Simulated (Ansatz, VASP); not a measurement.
## MoH5 in VASP and in Ansatz

```
H Mo
1.0
     2.58688    0.00000    0.00000
    -1.29344    2.24030    0.00000
     0.00000    0.00000    6.58775
H Mo
5 1
Direct
  0.33333 0.66667 0.50000
  0.66667 0.33333 0.50000
  0.00000 0.00000 0.27876
  0.00000 0.00000 0.72124
  0.00000 0.00000 0.50000
  0.00000 0.00000 0.00000
```

Alike in both runs: functional PBE; k mesh 6 × 6 × 4; occupations gaussian, width 0.1 eV; no spin polarisation.

Ansatz relaxed the structure, and its values are those at the end. VASP's run is a single point on that final structure, the one shown.

```csv
,VASP,Ansatz
version,VASP 6.6.1,Ansatz 0.2.0
potentials or method,"VASP PAW PBE potentials, release 64 (H, Mo_sv)","scalar-relativistic, plane waves, PAW"
plane-wave cutoff (eV),520,420
valence electrons in the cell,19,19
```

|  | VASP | Ansatz | Ansatz less VASP |
| --- | --- | --- | --- |
| gap on the k mesh at the Fermi level (eV) | none | none | - |
| pressure (GPa) | 0.1 | 0.0 | -0.03 |

A gap of «none» marks a metal or a gap that the smearing closes.

Caveats: the k mesh is coarse (spacing up to 0.47 Å⁻¹), so the values aren't converged.
